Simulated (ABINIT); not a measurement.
PtS2:

```
Pt S
1.0
     3.54320    0.00000    0.00000
    -1.77160    3.06850    0.00000
     0.00000    0.00000    5.03880
Pt S
1 2
Direct
  0.00000 0.00000 0.00000
  0.66667 0.33333 0.77300
  0.33333 0.66667 0.22700
```

| Quantity | Value |
| --- | --- |
| Program | ABINIT 10.8.3 (patched build) |
| Task | single point |
| Functional | PBEsol |
| Potentials or basis | PseudoDojo NC SR PBEsol v0.4.1 standard |
| Cutoff | 1143 eV |
| k mesh | 9 × 9 × 5 |
| Occupations | fermi-dirac, width 0.05 eV |
| Spin | no spin polarisation |

On this cell: pressure 6.2 GPa; largest force 0.938 eV/Å; band gap on the k mesh 0.95 eV, indirect (least direct gap 0.99 eV).

The same run follows on a disturbed copy (atoms moved at random, drawn with an rms of 0.05 Å):

```xyz
3
Lattice="3.5432 0.0000 0.0000 -1.7716 3.0685 0.0000 0.0000 0.0000 5.0388" Properties=species:S:1:pos:R:3 pbc="T T T"
Pt    0.0095   -0.0200    0.0506
S     1.7774    1.0159    3.8884
S    -0.0024    2.0604    1.1809
```

Q: What does the disturbed cell give?

A: The energy moves by -4.5 meV/atom; pressure 4.4 GPa; largest force 1.089 eV/Å; band gap on the k mesh 0.82 eV, indirect (least direct gap 0.95 eV).

Forces on the atoms (eV/Å):
```
Pt  -0.162  0.462 -0.725
S    0.020 -0.087 -0.287
S    0.142 -0.375  1.012
```

Stress tensor (GPa, compression positive):
```
 5.27 -0.23  0.38
-0.23  4.17 -0.87
 0.38 -0.87  3.86
```

Caveats: spin-orbit coupling is left out, which moves the levels of the heavy elements; an odd mesh through Γ misses points on the zone boundary, where band edges often lie.
